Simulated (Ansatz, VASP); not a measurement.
# InH3 in two plane-wave programs

One calculation is typed for both programs; each brings its own data sets. How far apart do they land? The cell is generated by rule, not measured, and may not be a known phase. The cell is taken from a series of runs on this material, whose earlier steps may have relaxed, scaled, displaced or heated it; both programs get it as it stands.

Calculated with Ansatz 0.2.0; plane waves, with VASP 6.6.1 beside it; zone-centre phonons at PBEsol.

The structure was built from a prototype and need not be the compound's stable phase.

## Step 1: The starting structure

Symmetry: P4/mbm, No. 127, tetragonal system. Conventional cell: a = 5.206 Å, b = 5.206 Å, c = 3.826 Å, α = 90.00°, β = 90.00°, γ = 90.00°. Nearest to In lie 6 H at 1.91 to 1.92 Å. Nearest to H lie 2 In at 1.91 Å. Nearest to H lie 2 In at 1.92 Å. Farther neighbours are not listed.

## Step 2: Ansatz: zone-centre phonons, PBEsol

Ansatz runs on its default PAW (the set named soft_2) files.

Second derivatives magnify differences that forces hide, and they need a tight electronic threshold.

input.yaml

```yaml
crystal:
  lattice:
    - [5.2063547324, 0.0, 0.0]
    - [0.0, 5.2063547324, 0.0]
    - [0.0, 0.0, 3.8261646297]
  atoms:
    - { symbol: In, position: [0.5, 0.5, 0.0] }
    - { symbol: In, position: [0.0, 0.0, 0.0] }
    - { symbol: H, position: [0.5, 0.5, 0.5] }
    - { symbol: H, position: [0.0, 0.0, 0.5] }
    - { symbol: H, position: [0.1762450552, 0.3237549448, 0.0] }
    - { symbol: H, position: [0.8237549448, 0.6762450552, 0.0] }
    - { symbol: H, position: [0.3237549448, 0.8237549448, 0.0] }
    - { symbol: H, position: [0.6762450552, 0.1762450552, 0.0] }
kpoints:
  mp_grid: { grid: [6, 6, 8] }
hamiltonian:
  xc: pbesol
scf:
  occupations: { method: methfessel_paxton, width: 0.15 }
output:
  eigenvalues: true
phonons:
  method: dfpt
```

Command:

```console
> ansatz run input.yaml --threads 4 --pin off --max-ram 7168MiB --backend cpu --events-out ev --progress --plain --runs-dir out
```

Numbers of over 12 decimals in the logs are rounded to 6 here.

Output:

```text
zone centre: on kpoints.mp_grid the ground state, and the responses unless they are solved on pairs of k-points, stand on 100 of the mesh's 288 k-points, reduced under 2 symmetry operations, with k and −k counted as one. Each operation leaves every solved displacement unchanged or reverses it
Engine: ansatz 0.2.0, aarch64-unknown-linux-gnu
Pseudopotentials: kind: paw
Pseudopotential: In, paw, valence charge 13, recommended cutoff 420 eV (normal), In.paw.azcp
Pseudopotential: H, paw, valence charge 1, recommended cutoff 420 eV (normal), H.paw.azcp
Functional definition: PBEsol
  exchange = pbesol_x
  correlation = pbesol_c
Crystal: 8 atoms, lattice volume = 103.713 Å³
Basis set: ecut = 420 eV, 2061 PW (Γ), exchange–correlation on 72×72×54 points (8 copies of the dense FFT grid, shifted against one another)
Bands: 24, of which v1, the nominal top of the filled ones, is band 16 counted from 1 (15 counted from 0)
Symmetry: 16 space group operations
k-points: 100 of 288 (irreducible under 2 space group operations, time reversal used)
Non-local potential: In, projectors of the file, l = 0: 2, l = 1: 2, l = 2: 2, l = 3: 2
Non-local potential: H, projectors of the file, l = 0: 2, l = 1: 1
PAW form: soft (Blöchl's): semilocal exchange-correlation on the pseudo side does not see the compensation charge
PAW frozen core: In, regenerated for the run's functional, and the local potential with it (the file was generated under x = pbe(κ = 0.804, μ = 0.219515), c = pbe(β = 0.066725))
PAW one-centre angular grid: In, 590 points (default); XC on 64 Gauss nodes
PAW one-centre angular grid: H, 110 points (default); XC on 64 Gauss nodes
Initial density: superposition of atomic densities (neutral atoms: chi_scale 0, normalization atom), corrected by the library's trained network
Initial wavefunctions: pseudopotential atomic-orbital guess
Functional: x = pbesol(κ = 0.804, μ = 0.123457), c = pbesol(β = 0.046)
SCF iter   1: F=—  HF=-11142.112263 eV  |F-HF|=—  |Δ(HF+E_count)|=         —  Δρ=8.58e-3  dr2=4.71e-2  ethr=1.77e-3  ⟨swp⟩=5.9  Hψ=11961  notcnv=0  defer=19
preconditioner: auto → Kerker (q_TF=auto, 2.243 Å⁻¹)  [metal: Δε(μ)=0.067 eV  Ē_g=15.952 eV  σ=0.150 eV  W_gap=0.37  n_scr=18 (ndim 8)  ℏωp=20.6 eV  f_vac=0.125  D(μ)=0.67/eV (n_scr^D=0)]
SCF iter   2: F=—  HF=-11142.099883 eV  |F-HF|=—  |Δ(HF+E_count)|=   1.24e-2  S|Δr|=    0.00e0  Δρ=4.41e-3  dr2=1.34e-2  ethr=1.47e-4  ⟨swp⟩=1.0  Hψ=3200  notcnv=0  defer=20
SCF iter   3: F=—  HF=-11142.095765 eV  |F-HF|=—  |Δ(HF+E_count)|=   4.12e-3  S|Δr|=    0.00e0  Δρ=6.93e-4  dr2=3.89e-4  ethr=4.18e-5  ⟨swp⟩=3.0  Hψ=3927  notcnv=0  defer=20
SCF iter   4: F=—  HF=-11142.095826 eV  |F-HF|=—  |Δ(HF+E_count)|=   6.04e-5  S|Δr|=    0.00e0  Δρ=2.08e-4  dr2=1.07e-4  ethr=1.22e-6  ⟨swp⟩=2.0  Hψ=3198  notcnv=0  defer=20
SCF iter   5: F=—  HF=-11142.095911 eV  |F-HF|=—  |Δ(HF+E_count)|=   8.50e-5  S|Δr|=    0.00e0  Δρ=1.82e-4  dr2=5.21e-5  ethr=3.34e-7  ⟨swp⟩=2.1  Hψ=2556  notcnv=0  defer=20
SCF iter   6: F=—  HF=-11142.095946 eV  |F-HF|=—  |Δ(HF+E_count)|=   3.51e-5  S|Δr|=    0.00e0  Δρ=1.18e-4  dr2=1.48e-5  ethr=1.63e-7  ⟨swp⟩=2.1  Hψ=2705  notcnv=0  defer=20
SCF iter   7: F=—  HF=-11142.095949 eV  |F-HF|=—  |Δ(HF+E_count)|=   3.34e-6  S|Δr|=    0.00e0  Δρ=1.16e-5  dr2=1.62e-7  ethr=4.62e-8  ⟨swp⟩=2.0  Hψ=3746  notcnv=0  defer=20
SCF iter   8: F=—  HF=-11142.095949 eV  |F-HF|=—  |Δ(HF+E_count)|=   2.58e-7  S|Δr|=    0.00e0  Δρ=1.86e-6  dr2=3.73e-9  ethr=5.06e-10  ⟨swp⟩=2.0  Hψ=3746  notcnv=0  defer=20
SCF iter   9: F=—  HF=-11142.095949 eV  |F-HF|=—  |Δ(HF+E_count)|=   2.03e-8  S|Δr|=    0.00e0  Δρ=3.82e-7  dr2=1.88e-10  ethr=1.17e-11  ⟨swp⟩=2.1  Hψ=3444  notcnv=0  defer=20
SCF iter  10: F=-11142.095949 eV  HF=-11142.095949 eV  |F-HF|=3.64e-12  |Δ(HF+E_count)|=  6.62e-10  S|Δr|=    0.00e0  Δρ=3.56e-8  dr2=1.46e-12  ethr=1.00e-12  ⟨swp⟩=9.1  Hψ=13599  notcnv=0
SCF 1 converged in 10 iterations: F = -11142.095949 eV  dr2 = 1.46e-12
  greatest PAW one-centre occupation: 0.982 electrons in one spin orbital (limit 2), on the In atom at site 1 (counted from 0), in its partial waves of l = 2
DFPT response loops at Γ: preconditioner auto → Kerker (q_TF=auto, 2.243 Å⁻¹) (partly filled bands, converged f_vac=0.115); β = 1.00, the filter's whole step (`scf.mixing.beta` (0.50) is not read by the response loops under this deck's `scf.mixing.preconditioner`; to damp them name `kerker` or `kerker_dos`, under which they read `scf.mixing.beta`, and type it under 1.00, their step now; both keys bind the ground state too); Broyden in place of MSR1
SCF converged after 10 iterations
Stability not checked: this state was not tested for a lower state beside it, because cold or Methfessel-Paxton smearing, or corrected tetrahedra, fill the levels in a way that the test cannot read (fill_not_monotonic; see scf.lower_state_search)
Free energy (F): -11142.095949 eV
Harris-Foulkes:  -11142.095949 eV  (|F-HF|=3.64e-12)
Internal energy: -11142.095561 eV  (E = F + TS)
E sigma→0 (E₀):  -11142.095852 eV
Entropy (-TS):   -0.000388 eV (-0.049 meV/atom)
Fermi energy:    3.357509 eV
Step filling:    the computed levels leave a gap of 0.0548 eV = 0.4 smearing widths at the electron count; against every level under it full and every level over it empty, smearing changes F+E_penalty+E_count by -0.583 meV and its σ→0 estimate by -0.486 meV
--- Per-component energies (eV) ---
  E_band       = -221.288625
  E_kinetic    = 564.952757
  E_local      = -3056.902857  (includes V_loc(G=0)·N_el)
  E_nonlocal   = 746.260684
  E_hartree    = 1201.496328
  E_xc         = -476.886094
  E_vxc        = -265.044594  (∫ρ·V_xc dr)
  E_paw        = -8173.715990  (= ΣΔE_a)
  E_vpaw       = -613.540545  (= ΣTr[D̂ρ^β])
  E_aug_tail   = -0.006722  (compensation charges beyond the density's cutoff)
  E_ewald      = -1947.765471
  E_core_change = 0.471805  (= ΣΔE_core)
  E_smearing   = -0.000388  (= −TS)
  E_closure    = -0.000000  (closes the sum)
  Σ components = -11142.095949   (vs F -11142.095949, Δ=0.00e0)
--- Band table (eV; the first three rows and the last of 100) ---
  k-point 0: bands = [... 12 lower, -0.5370, -0.5370, 2.8481, 3.4437, 6.9960, 7.1667, 7.1667, 8.5044, ... 4 higher]
  k-point 1: bands = [... 12 lower, -0.4814, -0.4814, 2.5054, 2.8936, 6.4184, 7.2872, 7.2872, 7.5012, ... 4 higher]
  k-point 2: bands = [... 12 lower, -0.3418, -0.3418, 0.8281, 3.0084, 4.1750, 7.6147, 7.6147, 8.2094, ... 4 higher]
  k-point 99: bands = [... 12 lower, -1.0927, -1.0927, -0.7817, -0.7817, 7.2234, 7.2234, 8.3156, 8.3156, ... 4 higher]
--- Phonons (Γ-DFPT): 6 representative perturbations + reference, on 100 of 288 k-points (Σ response iterations 21) ---
  k mesh reduced under 2 symmetry operations, with k and −k counted as one. Each operation leaves every solved displacement unchanged or reverses it
  ASR residual: 1.736e-5 → 0.000e0 eV/Å²; symmetrization residual: 1.508e-6 eV/Å²
  ASR residual per site (eV/Å²): 1.74e-5 1.74e-5 1.22e-5 1.22e-5 3.48e-6 3.48e-6 3.48e-6 3.48e-6
  Γ frequencies (cm⁻¹): 0.00 0.00 0.00 47.22 110.15 110.15 337.04 387.06 387.06 455.04 522.26 527.61 527.61 542.12 542.12 609.18 609.18 786.02 1004.28 1438.02 1438.02 1490.11 1508.13 1535.70
  non-analytic LO–TO correction: not included (Born effective charges unavailable; polar crystals: no LO–TO splitting at Γ)
```

The column dr2 measures how far the density is from self-consistency, as an energy; F and HF (Harris–Foulkes) agree once it is small.

(Continued in part 2 of 3.)

[Lines on the potential files, build, host, timing and source positions are cut from VASP's logs without a mark.]

[Logs are printed without paths, hosts, clocks, repeated set-up lines and the standing remarks that a program may print on its own settings, such as how far it seeks lower states.]

[Hosts, paths, dates, database ids (printed as entryN), source tags and the programs' standing remarks are cut or masked in the printed files.]
